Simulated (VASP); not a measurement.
**LiF under changes of volume**

One of the cells (9.947 Å³/atom); the others are scaled copies at fixed shape and fractional positions:

```
F Li
1.0
     3.08121    0.00000    0.00000
    -1.54061    2.66841    0.00000
     0.00000    0.00000    4.83916
F Li
2 2
Direct
  0.66667 0.33333 0.49384
  0.33333 0.66667 0.99384
  0.66667 0.33333 0.88115
  0.33333 0.66667 0.38115
```

Measurements of this composition are mostly on another form, of space group No. 225.

* Program: VASP 6.6.1
* Functional: r2SCAN
* Potentials or basis: VASP PAW PBE potentials, release 64 (F, Li_sv)
* Cutoff: 520 eV
* k mesh: 10 × 10 × 6
* Occupations: fermi-dirac, width 0.05 eV
* Spin: no spin polarisation

```csv
volume (Å³/atom),energy over the lowest point (meV/atom),gap on the mesh (eV),largest force (eV/Å)
9.167,?,?,?
9.362,5.56,8.95,0.001
9.557,2.03,8.86,0.003
9.947,0.00,8.64,0.009
10.142,1.13,8.54,0.004
10.337,3.50,8.43,0.003
```

What does the run at 9.167 Å³/atom give?

Energy over the lowest point 10.63 meV/atom; gap on the mesh 9.07 eV; largest force 0.008 eV/Å.

Worked out: A Birch-Murnaghan fit of order 3 (a polynomial in V^(-2/3)) to the other rows has its minimum at 9.88 Å³/atom with B0 = V·E''(V) = 60 GPa and B' = 4.8 at fixed shape and positions, which overstates the stiffness. It gives 11.04 meV/atom at 9.167 Å³/atom, against the run's 10.63. A straight line through the other rows of the gap, of slope -5.28 eV per unit of ln V (its deformation potential), extrapolates to 9.07 eV, against the run's 9.07.

Energies are extrapolated to zero smearing.

Caveats: the cutoff is under 1.25 times the usual one of these potentials, so pressure, stress and relaxed cells hold a basis-set (Pulay) error; the PAW data sets were made with another functional, which shifts forces and pressure a little.

A mesh can miss the band edges.
